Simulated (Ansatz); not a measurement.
The system is Ge.

```xyz
4
Lattice="3.9976 0.0000 0.0000 -1.9988 3.4620 0.0000 0.0000 0.0000 6.5994" Properties=species:S:1:pos:R:3 pbc="T T T"
Ge    0.0000    2.3080    6.1843
Ge    1.9988    1.1540    2.8846
Ge    0.0000    2.3080    3.7148
Ge    1.9988    1.1540    0.4151
```

This isn't the form of Ge at room conditions, which is diamond.

Base run:

| Quantity | Value |
| --- | --- |
| Program | Ansatz 0.2.0 |
| Functional | PBEsol |
| Potentials or basis | all-electron LAPW, scalar-relativistic |
| Cutoff | 316 eV |
| Density cutoff | 1262 eV |
| Basis error allowed | 0.001 eV/atom |
| k mesh | 8 × 8 × 4 |
| Occupations | fermi-dirac, width 0.05 eV |
| Spin | no spin polarisation |

Its results: pressure 0.0 GPa; largest force 0.005 eV/Å.

Task: After a change of settings the same cell gave: pressure -1.9 GPa; largest force 0.003 eV/Å. Which change was it?
A. basis error allowed from 0.001 eV/atom to 0.002 eV/atom
B. potentials or basis from all-electron LAPW, scalar-relativistic to all-electron PAW datasets made for the crystal
C. basis error allowed from 0.001 eV/atom to 0.002 eV/atom; k mesh from 8 × 8 × 4 to 6 × 6 × 3
D. functional from PBEsol to LDA; basis error allowed from 0.001 eV/atom to 0.002 eV/atom

Result: D.

Not every run made on this cell is shown here.
